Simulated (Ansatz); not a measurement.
**P: a vibration from a frozen displacement**

Level of theory: DFT PBE+D3(BJ), scalar-relativistic, plane waves, PAW (Ansatz). Cutoff 420 eV, Γ-centred 12×12×12 k-points, Gaussian smearing of 0.15 eV. No spin polarisation. Energies are free energies at this smearing, counted from the undisturbed cell; pressure is positive in compression.

The starting cell (relaxed at this level; this simple cubic form isn't the usual structure):

```
CELL_PARAMETERS angstrom
0.00000 -4.81452 0.00000
-4.81452 0.00000 0.00000
0.00000 0.00000 -4.81474
ATOMIC_POSITIONS crystal
P 0.50000 0.50000 0.50000
P 0.50000 0.50000 0.00000
P 0.00000 0.50000 0.50000
P 0.00000 0.50000 0.00000
P 0.50000 0.00000 0.50000
P 0.50000 0.00000 0.00000
P 0.00000 0.00000 0.50000
P 0.00000 0.00000 0.00000
```

Atom 1 (P) is moved by x along the Cartesian unit vector (0.000, 0.000, 1.000); the cell and all other atoms stay fixed. The cell's volume is 111.60 Å³; the moved atoms weigh 30.974 u together and the others 216.816 u. Some rows repeat others by symmetry and weren't run.

| x (Å) | ΔE (meV/cell) | total force on the moved atoms along the move (eV/Å) | pressure (GPa) |
| --- | --- | --- | --- |
| -0.2000 | 88.79 | 1.0638 | 0.8769 |
| -0.1750 | 64.84 | 0.8577 | 0.6612 |
| -0.1500 | 45.67 | 0.6802 | 0.4762 |
| -0.1250 | 30.62 | 0.5274 | 0.3219 |
| -0.1000 | 19.11 | 0.3973 | 0.1978 |
| -0.0750 | 10.60 | 0.2864 | 0.1028 |
| -0.0500 | 4.69 | 0.1878 | 0.0358 |
| -0.0250 | 1.17 | 0.0937 | -0.0038 |
| 0.0000 | 0.00 | 0.0000 | -0.0169 |
| 0.0250 | 1.17 | -0.0937 | -0.0038 |
| 0.0500 | 4.69 | -0.1878 | 0.0358 |
| 0.0750 | 10.60 | -0.2864 | 0.1028 |
| 0.1000 | 19.11 | -0.3973 | 0.1978 |
| 0.1250 | 30.62 | -0.5274 | 0.3219 |
| 0.1500 | 45.67 | -0.6802 | 0.4762 |
| 0.1750 | 64.84 | -0.8577 | 0.6612 |
| 0.2000 | 88.79 | -1.0638 | 0.8769 |

Q: What frequency belongs to this motion?

A: The force constant is k = −dF/dx = 3.748 eV/Å², from the parabola through x = -0.0250, 0 and 0.0250. In every cell the moved atoms swing against the rest, so the mass is μ = m₁m₂/(m₁ + m₂) = 27.102 u, and ν̃ = 521.5 cm⁻¹ × √(|k|/μ) = 194 cm⁻¹. The pattern needn't be a normal mode: ν̃² is then a weighted mean of the squared nonzero frequencies at the zone centre of this cell, so it lies between the lowest and the highest of them.

Q: How far does the harmonic law reach?

A: At x = -0.200 Å, kx²/2 = 74.96 meV against the computed 88.79 meV (+18.5 %): the well stiffens in this direction at large amplitude.

Q: The pressure changes with x². What does that say about the frequency under compression?

A: With E = k(V)x²/2, k ∝ V^(−2γ) and x scaling with the cell as V^(1/3), P − P0 = −∂E/∂V = (2γ − 2/3) ΔE/V. At x = 0.0500 Å, V(P − P0) = 111.60 × 0.05265 / 160.2 eV = 36.67 meV and ΔE = 4.69 meV, so γ = 1/3 + V(P − P0)/(2ΔE) = 4.24. This is the Grüneisen parameter of the motion under uniform scaling of the cell: shrinking the cell evenly by 1 % in volume raises the frequency by about 4.24 %.

In a metal these slopes depend on the k mesh and the smearing.

Cost: 9 runs of about 4.9 core-minutes in all, on Intel Xeon Platinum 8488C (Sapphire Rapids) (shared hosts).